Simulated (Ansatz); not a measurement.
Born–Oppenheimer molecular dynamics of a periodic cell of 24 atoms, H₄CN (host H4CN, host structure P2_1/c). It starts from an unrelaxed structure (largest force component 5.44 eV/Å).

Method: DFT LDA, scalar-relativistic, plane waves, PAW in Ansatz 0.2.0. Settings: accuracy low, cutoff 420 eV, k mesh 2x2x1, fermi-dirac smearing 0.002 eV, no spin polarisation.

```
ensemble                      : NVE (velocity Verlet)
time step                     : 0.5 fs
steps asked                   : 200
starting velocities drawn for : 2400 K
seed                          : 84651
```

First frame:

```xyz
24
Lattice="5.0420 0.0000 0.0000 0.0000 5.1884 0.0000 -2.5906 0.0000 6.7949" Properties=species:S:1:pos:R:3
H 3.079 3.752 3.433
H -1.923 1.158 6.760
H -0.627 1.436 3.362
H 4.374 4.030 0.035
H 3.056 3.024 4.673
H -1.900 0.430 5.519
H -0.605 2.164 2.122
H 4.352 4.758 1.275
H 0.747 3.939 3.410
H 0.409 1.345 6.782
H 1.705 1.249 3.385
H 2.042 3.843 0.013
H 0.732 2.994 4.676
H 0.424 0.400 5.516
H 1.719 2.194 2.119
H 2.027 4.788 1.279
C 1.227 3.214 3.860
C -0.071 0.620 6.332
C 1.225 1.975 2.935
C 2.522 4.569 0.463
N 2.565 3.701 4.240
N -1.409 1.107 5.952
N -0.114 1.487 2.555
N 3.861 4.081 0.843
```

(1) What does the run give?

(2) What happens to the structure?

(3) How do temperature and energy run in time?

Answers

(1) The run went to its last step.

```yaml
steps_done: 200
time_covered: 100 fs
mean_temperature_over_the_second_half: 1728 K
spread_of_the_potential_energy_over_the_second_half: 40.6 meV per atom
mean_potential_energy_of_the_second_half_above_the_start: 83.3 meV per atom
```

The conserved energy stayed within 2.3 meV per atom of its start (net change 0.71 meV per atom), so there is no drift, though single steps change it by up to 50 meV in the whole system, a sign of fast motions only just resolved. A run of 0.1 ps of so small a system gives no equilibrium averages. The smearing is very narrow for this mesh. Limits of this set-up: coarse k mesh, low accuracy level.

(2) Mean squared displacements from the first frame to the last, about the centre of mass: H 1.07 Å², C 0.33 Å², N 0.94 Å². This is one draw of velocities; another would differ in detail.

(3) 
```
time (fs)  T (K)  potential energy less start (eV)  conserved less start (meV/atom)
      0.0   2400                             0.000                             0.00
      3.0   2545                            -0.439                            -0.34
      6.0    850                             4.644                             1.49
      9.0   2448                            -0.174                            -1.27
     12.0   2220                             0.538                             0.17
     15.0   2101                             0.866                            -0.99
     18.0   1552                             2.537                             0.73
     21.0   1681                             2.159                             0.95
     24.0   1619                             2.341                             0.75
     27.0   2361                             0.102                            -0.63
     30.0   1572                             2.464                             0.07
     33.0   2167                             0.681                            -0.53
     36.0   1143                             3.757                             0.89
     39.0   2216                             0.515                            -1.29
     42.0   1701                             2.103                             1.06
     45.0   1604                             2.395                             1.17
     48.0   1531                             2.597                             0.57
     51.0   1865                             1.566                            -0.96
     54.0   1709                             2.048                            -0.32
     57.0   1599                             2.385                             0.15
     60.0   2045                             1.031                            -0.98
     63.0   1754                             1.927                             0.31
     66.0   1371                             3.073                             0.57
     69.0   1203                             3.577                             0.77
     72.0   2335                             0.167                            -1.14
     75.0   1905                             1.464                            -0.30
     78.0   1522                             2.626                             0.63
     81.0   1449                             2.842                             0.62
     84.0   2128                             0.801                            -0.28
     87.0   1704                             2.076                             0.32
     90.0   1349                             3.139                             0.56
     93.0   1573                             2.459                            -0.01
     96.0   2160                             0.703                            -0.43
     99.0   1791                             1.824                             0.56
```

The run took 4.2 min on 1 thread of Arm Neoverse V1, with other jobs on the host, peak memory 0.38 GiB.
